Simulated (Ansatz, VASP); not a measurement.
HfC in VASP and in Ansatz

The input INCAR:

```
PREC = Accurate ; ENCUT = 520
EDIFF = 1E-6 ; ISMEAR = 0
SIGMA = 0.05 ; LREAL = False
LASPH = True ; NELM = 60
ALGO = Normal ; ISIF = 2
LWAVE = False ; LCHARG = False
GGA = CA ; NBANDS = 14
```

The input KPOINTS:

```
regular mesh
0
Gamma
  6 6 6
```

The input POSCAR:

```
HfC
1.0
    2.8848877812      0.0000000000      0.0000000000
    0.0000000000      2.8848877812      0.0000000000
    0.0000000000      0.0000000000      2.8848877812
Hf C
1 1
Direct
    0.0000000000      0.0000000000      0.0000000000
    0.5000000000      0.5000000000      0.5000000000
```

Input for Ansatz:

```yaml
crystal:
  lattice:
    - [2.8848877812, 0.0, 0.0]
    - [0.0, 2.8848877812, 0.0]
    - [0.0, 0.0, 2.8848877812]
  atoms:
    - { symbol: Hf, position: [0.0, 0.0, 0.0] }
    - { symbol: C, position: [0.5, 0.5, 0.5] }
basis:
  ecutwfc: 420
kpoints:
  mp_grid: { grid: [6, 6, 6] }
hamiltonian:
  xc: lda
scf:
  occupations: { method: gaussian, width: 0.05 }
output:
  forces: true
  stress: true
  eigenvalues: true
```

The cell comes from a database or a generator and needn't be the stable form of this composition.

Alike in both runs: task single point; functional LDA; k mesh 6 × 6 × 6; occupations gaussian, width 0.05 eV; no spin polarisation.

|  | VASP | Ansatz |
| --- | --- | --- |
| version | VASP 6.6.1 | Ansatz 0.2.0 |
| potentials or method | VASP PAW LDA potentials, release 64 (Hf_pv, C) | scalar-relativistic, plane waves, PAW |
| plane-wave cutoff (eV) | 520 | 420 |
| valence electrons in the cell | 14 | 30 |

Ansatz gave:

```
gap on the k mesh at the Fermi level (eV) : none
pressure (GPa)                            : -9.6
```

Task: Which values does VASP return?

Result: gap on the k mesh at the Fermi level (eV): none; pressure (GPa): -10.1.

A gap of «none» marks a metal or a gap that the smearing closes. The two sets of potentials don't hold the same shells in valence.

Caveats: the k mesh is coarse (spacing up to 0.36 Å⁻¹), so the values aren't converged. Spin-orbit coupling is left out, which matters for the levels of Hf.
